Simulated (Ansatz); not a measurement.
Reaction (formal exchange of groups at the Sn–Cl bond): `[CH3][Sn]([OH])([F])[Cl]` + `N=C(N)O` → `[CH3][Sn]([OH])([OH])[F]` + `N=C(N)Cl`

Computed with Ansatz on PBE0-D4/def2-TZVP structures; ΔE is electronic, products minus reactants. CCSD(T)/CBS is the MP2 limit (def2-TZVPP, def2-QZVPP) plus CCSD(T) − MP2 in def2-TZVPP, frozen cores. DFT in def2-TZVPP. HSE06 is defined as in plane-wave codes. Elements past krypton have def2 core potentials. For Sn outer-core shells are correlated without core-valence functions, which leaves a few kJ/mol of doubt a bond. One conformer a species, not always the lowest.

`[CH3][Sn]([OH])([F])[Cl]`:

Z-matrix (Å, degrees):
```
C
Sn 1 2.106
H 1 1.089 2 108.4
H 1 1.088 2 109.1 3 120.1
H 1 1.089 2 108.5 3 -119.7
O 2 1.940 1 111.9 3 -20.7
F 2 1.914 1 110.8 3 97.3
Cl 2 2.313 1 115.5 3 -145.6
H 6 0.961 2 113.8 1 -176.6
```

`N=C(N)O`:

Z-matrix (Å, degrees):
```
C
N 1 1.363
O 1 1.359 2 109.6
N 1 1.268 2 122.3 3 178.4
H 2 1.004 1 117.1 3 24.2
H 2 1.004 1 114.8 3 167.0
H 3 0.961 1 108.5 2 -180.0
H 4 1.014 1 112.8 2 -175.5
```

`[CH3][Sn]([OH])([OH])[F]`:

Z-matrix (Å, degrees):
```
C
Sn 1 2.105
H 1 1.089 2 109.0
H 1 1.089 2 108.7 3 120.0
H 1 1.089 2 108.8 3 -120.0
O 2 1.944 1 110.5 3 -103.3
O 2 1.950 1 116.8 3 21.4
F 2 1.924 1 111.5 3 137.7
H 6 0.961 2 113.4 1 166.7
H 7 0.961 2 111.8 1 123.4
```

`N=C(N)Cl`:

```xyz
7

N    -1.204    0.370    0.616
C    -0.160   -0.162    0.170
N     0.838    0.509   -0.457
Cl    0.229   -1.883    0.321
H    -1.807   -0.279    1.104
H     0.621    1.453   -0.729
H     1.482   -0.008   -1.026
```

```csv
level,ΔE (kJ/mol),difference from CCSD(T)/CBS
LDA (SPW92),79.8,2.1
revPBE-D4,70.9,-6.8
B97M-V,85.3,7.6
PBE0-D4,86.2,8.5
HSE06-D4,86.3,8.6
BHLYP-D4,94.0,16.3
B2PLYP,78.3,0.6
PBE-QIDH,87.1,9.4
PBE,74.2,-3.5
BHLYP,93.5,15.8
CAM-B3LYP,84.5,6.8
MP2/def2-SVP,92.4,14.7
CCSD/def2-SVP,101.1,23.4
CCSD(T)/def2-SVP,97.3,19.6
HF/CBS(def2),110.2,32.5
MP2/CBS(def2),73.2,-4.5
CCSD(T)/CBS,77.7,0
```

Q: What do rigid-rotor, harmonic-oscillator terms from PBE0-D4/def2-TZVP frequencies (298.15 K, 1 bar) make of the CCSD(T)/CBS value? (Estimate.)

A: The calculation gave: ΔZPE = -6.1 kJ/mol, ΔH = +72.4 kJ/mol, ΔS = 5 J/(mol·K), ΔG = +70.8 kJ/mol. Modes under 50 cm⁻¹ make the entropy rough.

Largest T1 diagnostic among the species: 0.014.

In def2-TZVPP, CCSD(T) changes the Hartree–Fock value by −31.3 kJ/mol (the triples alone add −5.2 kJ/mol) and MP2 by −35.7 kJ/mol. From PBE to PBE0 (25 % exact exchange), in def2-TZVPP and without D4, ΔE moves by +12.1 kJ/mol. Leaving LDA and LC-ωPBE aside and taking each functional with its dispersion term where it has one, the values, not all of them listed here, spread over 25.0 kJ/mol, from BLYP-D4 to BHLYP-D4. LDA lies +5.6 kJ/mol from PBE without D4.

CCSD(T)/CBS has its own doubt, a few kJ/mol and more with outer-core shells, so smaller differences from it don't rank the levels.
